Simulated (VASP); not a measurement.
Wanted: the native input for a VASP 6.6.1 run.

| Property | Result |
| --- | --- |
| Task | relaxation of cell and atoms |
| Functional | r2SCAN |
| Potentials or basis | VASP PAW PBE potentials, release 64 (Si) |
| Cutoff | 600 eV |
| k mesh | 11 × 11 × 11 |
| Occupations | fermi-dirac, width 0.05 eV |
| Spin | no spin polarisation |
| Target pressure | 6 GPa |
| P gpa | 6 |
| Further INCAR settings | ALGO = Normal; EDIFF = 1e-06; IBRION = 2; EDIFFG = -0.02; NSW = 60; ISIF = 3 |
| Target pressure | 6 GPa |

The structure of Si lies in POSCAR:

```
Si
1.0
    0.0000000000      2.7155000000      2.7155000000
    2.7155000000      0.0000000000      2.7155000000
    2.7155000000      2.7155000000      0.0000000000
Si
2
Direct
    0.0000000000      0.0000000000      0.0000000000
    0.2500000000      0.2500000000      0.2500000000
```

One way to write it, as run:

INCAR

```
SYSTEM = Si
PREC = Accurate ; ENCUT = 600
EDIFF = 1E-6 ; ISMEAR = -1
SIGMA = 0.05 ; LREAL = .FALSE.
LASPH = .TRUE. ; NELM = 80
ALGO = Normal ; ISIF = 3
LWAVE = .FALSE. ; LCHARG = .FALSE.
METAGGA = R2SCAN ; LMIXTAU = .TRUE.
IBRION = 2 ; NSW = 60
EDIFFG = -0.02 ; PSTRESS = 60
```

KPOINTS

```
regular mesh
0
G
  11 11 11
  0 0 0
```

Potentials or basis: VASP PAW PBE potentials, release 64 (Si).

Run with:

```bash
$ cat potpaw_PBE.64/Si/POTCAR > POTCAR
$ mpirun -np 1 vasp_std > vasp.out
```

Results of the run:

```json
{"Relaxed volume": "19.05 Å³/atom", "Relaxed cell": "a = 3.777 Å, b = 3.777 Å, c = 3.777 Å, α = 60.00°, β = 60.00°, γ = 60.00°", "Space group after relaxing (to 0.05 Å)": "Fd-3m (No. 227)", "Energy change on relaxing (the enthalpy is what falls)": "+18.8 meV/atom", "Ionic steps": "3", "Pressure after relaxing": "6.0 GPa", "Band gap on the k mesh": "0.70 eV, indirect (least direct gap 2.78 eV)"}
```

Caveat: the cell is relaxed towards a set pressure, so the enthalpy falls and the energy may rise; the PAW data sets were made with another functional, which shifts forces and pressure a little; an odd mesh through Γ misses points on the zone boundary, where band edges often lie.

Wall time 2.2 min on 1 thread of AMD EPYC 9R45 (Zen 5), with other jobs on the host, peak memory 0.16 GiB.
